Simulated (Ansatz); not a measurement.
# Ta2N in Ansatz: the effect of Hubbard term

The system is Ta2N.

```
CELL_PARAMETERS angstrom
3.11286 0.00000 0.00000
-1.55643 2.69582 0.00000
0.00000 0.00000 4.86984
ATOMIC_POSITIONS crystal
Ta 0.33333 0.66667 0.25471
Ta 0.66667 0.33333 0.74529
N 0.00000 0.00000 0.00000
```

The cell comes from a database or a generator and needn't be the stable form of this composition.

Alike in all runs:

- Program: Ansatz 0.2.0
- Task: band structure
- Functional: r2SCAN
- Potentials or basis: Ansatz PAW
- Cutoff: 500 eV (not typed: the program's choice for these potentials)
- k mesh: 10 × 10 × 6
- Occupations: fermi-dirac, width 0.05 eV
- Spin: no spin polarisation
- Path: [["G", "M", "K", "G", "A", "L", "H", "A"], ["L", "M"], ["K", "H"]]
- Points for each segment of the path: 14
- Hubbard projectors: ortho-atomic (the default)
- Double counting: fll (the default)

```csv
Hubbard term,pressure (GPa),largest force (eV/Å)
none,-5.3,0.10
Ta d U = 1 eV,-4.7,0.14
Ta d U = 2 eV,-4.0,0.18
Ta d U = 3 eV,?,?
Ta d U = 4 eV,-2.6,0.25
Ta d U = 5 eV,-1.6,0.28
Ta d U = 6 eV,-0.3,0.33
Ta d U = 8 eV,11.7,0.29
```

Question: What does the run with Hubbard term Ta d U = 3 eV give?

Answer: Pressure -3.3 GPa; largest force 0.21 eV/Å.

Worked out: A parabola through the other rows of the pressure, of slope 1.01 GPa per eV there, gives -4.8 GPa, against the run's -3.3. The fit is too stiff a form for this range. A parabola through the other rows of the largest force, of slope 0.0348 eV/Å per eV there, gives 0.23 eV/Å, against the run's 0.21.

Caveats: the PAW data sets come from PBE, with cores solved anew for the run's functional, which leaves a small shift of forces and pressure; U without spin polarisation on a metal has little footing (some runs).
